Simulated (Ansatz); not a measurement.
**Pressure against volume: TiO₂**

Space group I4_1/amd:1 (No. 141). a = 3.785 Å, b = 3.785 Å, c = 9.514 Å, α = 90.00°, β = 90.00°, γ = 90.00°
| atom | site | symmetry | x | y | z |
| --- | --- | --- | --- | --- | --- |
| Ti | 4a | -4m2 | 0.0000 | 0.0000 | 0.0000 |
| O | 8e | 2mm. | 0.0000 | 0.0000 | 0.2066 |

The runs use the primitive cell with vectors (-1.893, 1.893, 4.757), (1.893, -1.893, 4.757), (1.893, 1.893, -4.757) Å, to which the k mesh refers.

The geometry is COD entry 9009086, unchecked; take it as a test cell.

All numbers are computed: DFT, PBE, all-electron LAPW, scalar-relativistic (Ansatz 0.2.0); DFT, PBE, PAW with Ansatz's default frozen-core files, scalar-relativistic (Ansatz 0.2.0).

For LAPW: a Γ-centred 13×13×13 k mesh, Fermi–Dirac smearing of 0.08 eV, basis error target 1 meV/atom, no spin polarisation. PAW takes a cutoff of 420 eV at this cell. The Ansatz runs share mesh, smearing and spin set-up. Plane-wave (PAW) pressures include the program's estimate of the Pulay term.

The cell above is scaled evenly, with fractional coordinates and shape held.

```tsv
V/V(cell)	V (Å³/atom)	P, LAPW (GPa)	P, PAW (GPa)	gap on the k mesh, LAPW (eV)	free energy over the lowest listed, PAW (meV/atom)
0.9400	10.677	22.14	22.15	2.31	63.2
0.9600	10.904	16.18	16.18	2.26	36.1
0.9800	11.131	?	?	?	?
0.9900	11.245	8.32	8.30	2.20	10.3
1.0000	11.358	5.95	5.94	2.17	5.3
1.0100	11.472	3.71	3.69	2.15	1.8
1.0200	11.585	1.58	1.55	2.13	0.0
1.0400	11.813	-2.37	-2.40	2.08	0.6
1.0600	12.040	-5.94	-5.97	2.04	6.6
```

(1) Fill in the row V/V(cell) = 0.9800.

(2) What do Birch–Murnaghan fits to the pressures give?

## Answers

(1) P, LAPW (GPa) = 10.80, P, PAW (GPa) = 10.79, gap on the k mesh, LAPW (eV) = 2.22, free energy over the lowest listed, PAW (meV/atom) = 17.1.

(2) LAPW: V0 = 11.67 Å³/atom, B0 = 205 GPa, B0′ = 4.2; PAW: V0 = 11.67 Å³/atom, B0 = 206 GPa, B0′ = 4.2.
